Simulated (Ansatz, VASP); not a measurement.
**Y in VASP and in Ansatz**

```
Y
1.0
     3.54322    0.00000    0.00000
    -1.77161    3.06852    0.00000
     0.00000    0.00000    5.50519
Y
2
Direct
  0.33333 0.66667 0.25000
  0.66667 0.33333 0.75000
```

Alike in both runs: functional LDA; k mesh 15 × 15 × 8; occupations gaussian, width 0.1 eV; no spin polarisation.

Ansatz relaxed the structure, and its values are those at the end. VASP's run is a single point on that final structure, the one shown.

|  | VASP | Ansatz |
| --- | --- | --- |
| version | VASP 6.6.1 | Ansatz 0.2.0 |
| potentials or method | VASP PAW LDA potentials, release 64 (Y_sv) | scalar-relativistic, plane waves, PAW |
| plane-wave cutoff (eV) | 520 | 420 |
| valence electrons in the cell | 22 | 22 |

Ansatz gave:

* gap on the k mesh at the Fermi level (eV): none
* pressure (GPa): 0.0

Problem. What did VASP give for the same quantities?

Solution. gap on the k mesh at the Fermi level (eV): none; pressure (GPa): -0.1.

A gap of «none» marks a metal or a gap that the smearing closes. Ansatz warned: «pseudo_functional_mismatch».
